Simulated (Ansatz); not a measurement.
The system is Al2O3.

```
Al O
1.0
     4.61378    0.00000    0.00000
     0.00000    9.56328    0.00000
     0.00000    0.00000    3.11986
Al O
4 6
Cartesian
  4.5352 7.8856 0.0000
  0.0785 1.6777 0.0000
  2.2283 6.4593 1.5599
  2.3854 3.1040 1.5599
  2.3069 4.7816 1.5599
  0.5704 7.2016 1.5599
  1.7365 2.4200 0.0000
  2.8773 7.1433 0.0000
  0.0000 0.0000 0.0000
  4.0434 2.3617 1.5599
```

Measurements of this composition are mostly on another form, of space group No. 167.

| Quantity | Value |
| --- | --- |
| Program | Ansatz 0.2.0 |
| Task | relaxation of cell and atoms |
| Functional | PBE |
| Dispersion | D3(BJ) |
| Potentials or basis | Ansatz PAW |
| Cutoff | 420 eV (not typed: the program's choice for these potentials) |
| k mesh | 6 × 3 × 9 |
| Occupations | fermi-dirac, width 0.05 eV |
| Spin | no spin polarisation |

At the start: volume 13.77 Å³/atom.

Question: Where does the relaxation end?

Answer: It ends after 14 steps and the volume is 13.21 Å³/atom (-4.0 %); space group Pnnm (No. 58, to 0.05 Å).

Step by step:
```csv
step,energy change (eV),largest force (eV/Å),volume (Å³)
1,0.0000,0.1922,137.66
2,-0.0587,0.1282,137.39
3,-0.1201,0.1357,137.86
4,-0.1433,0.0782,137.64
5,-0.1674,0.2193,138.13
6,-0.1999,0.0663,135.74
7,-0.2087,0.0177,134.70
8,-0.2166,0.0532,133.39
9,-0.2189,0.0434,132.85
10,-0.2191,0.0007,132.84
11,-0.2079,0.0009,132.84
12,-0.2107,0.0032,132.12
13,-0.2108,0.0025,132.09
14,-0.2084,0.0025,132.09
```

Final structure:
```
CELL_PARAMETERS angstrom
4.56475 0.00000 0.00000
0.00000 9.60548 0.00000
0.00000 0.00000 3.01260
ATOMIC_POSITIONS crystal
Al 0.11470 0.83371 0.00000
Al 0.88530 0.16629 0.00000
Al 0.61470 0.66629 0.50000
Al 0.38530 0.33371 0.50000
O 0.50000 0.50000 0.50000
O 0.30660 0.78562 0.50000
O 0.19340 0.28562 0.00000
O 0.80660 0.71438 0.00000
O 0.00000 0.00000 0.00000
O 0.69340 0.21438 0.50000
```

Caveat: the plane-wave basis is chosen anew once the cell has moved, so the energies of steps on either side of that aren't comparable; the pressure holds a Pulay correction of +0.5 GPa for the finite cutoff.
